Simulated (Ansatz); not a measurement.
Set up this calculation in Ansatz 0.2.0, as the native input.

```yaml
Task: single point
Functional: PBE
Potentials_or_basis: Ansatz PAW
Cutoff: "420 eV (not typed: the program's choice for these potentials)"
k_mesh: 8 × 8 × 5
Occupations: gaussian, width 0.026 eV
Spin: no spin polarisation
```

The system is SnSe2.

```
Sn Se
1.0
     3.81100    0.00000    0.00000
    -1.90550    3.30042    0.00000
     0.00000    0.00000    6.13600
Sn Se
1 2
Cartesian
  0.0000 0.0000 0.0000
  1.9055 1.1001 4.6081
  0.0000 2.2003 1.5279
```

These files were run (other wordings do the same):

input.yaml

```yaml
crystal:
  lattice:
    - [3.811, 0.0, 0.0]
    - [-1.9055, 3.3004228138, 0.0]
    - [0.0, 0.0, 6.136]
  atoms:
    - { symbol: Sn, position: [0.0, 0.0, 0.0] }
    - { symbol: Se, position: [0.6666666667, 0.3333333333, 0.751] }
    - { symbol: Se, position: [0.3333333333, 0.6666666667, 0.249] }
hamiltonian:
  xc: pbe
  pseudopotentials: { kind: paw }
kpoints:
  mp_grid: { grid: [8, 8, 5] }
scf:
  occupations: { method: gaussian, width: 0.026 }
output:
  forces: true
  stress: true
  eigenvalues: true
```

Potentials or basis: Ansatz PAW.

The run is started by

```bash
$ ansatz run input.yaml --threads 2 --pin off --max-ram 5632MiB --backend cpu --events-out ev --progress --plain --runs-dir out
```

It gave:

| Item | Value |
| --- | --- |
| Pressure | 5.5 GPa |
| Largest force | 0.787 eV/Å |
| Band gap on the k mesh | 0.81 eV, indirect (least direct gap 1.10 eV) |

Caveat: odd divisions of the mesh miss points on the zone boundary, where band edges often lie, so the gap on the mesh can be too wide; spin-orbit coupling is left out, which moves the levels of the heavy elements; this functional lacks dispersion, which binds the layers, so the pressure and a relaxed spacing across them are unreliable.

Wall time 5 s on 2 threads of Intel(R) Xeon(R) Processor @ 2.50GHz (Skylake/Cascade Lake) (shared host), peak memory 0.41 GiB.
